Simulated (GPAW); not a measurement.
Runs of GPAW 26.7.0 on Al. Symmetry: Fm-3m, No. 225, cubic system. Conventional cell: a = 4.050 Å, b = 4.050 Å, c = 4.050 Å, α = 90.00°, β = 90.00°, γ = 90.00°. Around Al (site symmetry m-3m) lie 12 Al at 2.86 Å. 

```tsv
task	level	potentials or basis	cell	k mesh	cutoff (eV)	smearing	eigensolver	optimizer	fmax	max steps	convergence	mesh quality	gap on the mesh (eV)	pressure (GPa)	V0 of scaled cells (Å³/atom)	relaxed volume (Å³/atom)	B0 (GPa)
relaxation of cell and atoms	BLYP+D3(BJ)	PAW data sets generated in the run's folder for this functional, pw	relaxed	11 × 11 × 11	600	fermi-dirac 0.05 eV	davidson	FIRE	0.02 eV/Å	40	density=1e-05 forces=0.0001	not flagged	none	0.2	-	(b)	-
relaxation of cell and atoms	PBE	GPAW PAW data sets (gpaw-data 1.2.1), pw	relaxed	11 × 11 × 11	600	fermi-dirac 0.05 eV	-	FIRE	0.02 eV/Å	100	density=1e-05 forces=0.0001	not flagged	none	-0.1	-	(c)	-
single point	PBE	GPAW PAW data sets (gpaw-data 1.2.1), pw	as given	11 × 11 × 11	600	gaussian 0.022 eV	-	-	-	-	-	not flagged	none	-0.4	-	-	-
density of states	LDA	the program's PAW data sets (release 1.2.1) made for this functional, pw	as given	11 × 11 × 11	600	methfessel-paxton 0.2 eV	-	-	-	-	-	not flagged	none	(a)	-	-	-
relaxation of cell and atoms	BLYP	PAW data sets generated in the run's folder for this functional, pw	relaxed	11 × 11 × 11	600	fermi-dirac 0.05 eV	davidson	FIRE	0.05 eV/Å	40	density=1e-05 forces=0.0001	not flagged	none	-0.1	-	17.40	-
single point	PBE	GPAW PAW data sets (gpaw-data 1.2.1), pw	as given	11 × 11 × 11	600	gaussian 0.024 eV	-	-	-	-	-	not flagged	none	-0.4	-	-	-
equation of state	PBEsol	PAW data sets generated in the run's folder for this functional, pw	as given	11 × 11 × 11	600	fermi-dirac 0.05 eV	-	-	-	-	-	not flagged	-	-	16.24	-	84
one-shot levels on a semilocal density	LDA	the program's PAW data sets (release 1.2.1) made for this functional, pw	as given	7 × 7 × 7	500	fermi-dirac 0.05 eV	-	-	-	-	-	coarse	none	-3.9	-	-	-
band structure	RPBE	the program's PAW data sets (release 1.2.1) made for this functional, pw	as given	11 × 11 × 11	600	fermi-dirac 0.05 eV	-	-	-	-	-	not flagged	-	1.2	-	-	-
equation of state	revPBE	the program's PAW data sets (release 1.2.1) made for this functional, pw	as given	11 × 11 × 11	600	fermi-dirac 0.05 eV	-	-	-	-	-	not flagged	-	-	16.78	-	78
optical spectrum	LDA	the program's PAW data sets (release 1.2.1) made for this functional, pw	as given	9 × 9 × 9	400	fermi-dirac 0.05 eV	-	-	-	-	-	not flagged	none	-	-	-	-
```

Alike in all rows: no spin polarisation.

**Question.** Fill in the values left out.

**Answer.** (a) -3.5; (b) 15.47; (c) 16.56.

Caveats: some runs use coarse meshes; later steps reuse the first step's grids (some runs); pairwise dispersion overbinds metals, which lowers pressure and volume (some runs); this smearing can pin the Fermi level at a band edge (some runs); the cutoff is short for stress and forces, so pressures can be off by a GPa or more (some runs); one-shot exact exchange on a metal's smeared states is rough (some runs); the intraband term hangs on this k mesh (some runs); the long-wavelength limit can be off by a per cent or two (some runs).

A k mesh can miss the band edges.

A gap of «none» marks a metal or a gap under the smearing width.

Not every run made on this cell is shown here.
